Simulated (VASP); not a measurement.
Runs of VASP 6.6.1 on Ni. The structure is cubic, space group Fm-3m (No. 225). The conventional cell has a = 3.475 Å, b = 3.475 Å, c = 3.475 Å, α = 90.00°, β = 90.00°, γ = 90.00°. Ni (site symmetry m-3m) is surrounded by 12 Ni at 2.46 Å. 

| task | level | cell | k mesh | cutoff (eV) | gap on the mesh (eV) | pressure (GPa) | moment (μB) | relaxed volume (Å³/atom) |
| --- | --- | --- | --- | --- | --- | --- | --- | --- |
| relaxation of cell and atoms | SCAN | relaxed | 13 × 13 × 13 | 600 | none | 0.0 | 0.67 | 10.27 |
| relaxation of cell and atoms | r2SCAN+D4 | relaxed | 13 × 13 × 13 | 600 | none | 0.2 | 0.66 | (b) |
| relaxation of cell and atoms | r2SCAN | relaxed | 13 × 13 × 13 | 600 | none | -0.2 | 0.66 | - |
| single point | r2SCAN | as given | 17 × 17 × 17 | 900 | none | (a) | 0.70 | - |

Alike in all rows: potentials or basis VASP PAW PBE potentials, release 64 (Ni); spin collinear, ferromagnetic start; smearing methfessel-paxton 0.1 eV.

Estimate the missing entries.

(a) 0.5; (b) 10.39.

Caveats: the PAW data sets were made with another functional, which shifts forces and pressure a little; pairwise dispersion overbinds metals, which lowers pressure and volume (some runs); the relaxation stopped at its first step, so nothing moved (some runs).

A gap of «none» marks a metal or a gap under the smearing width.
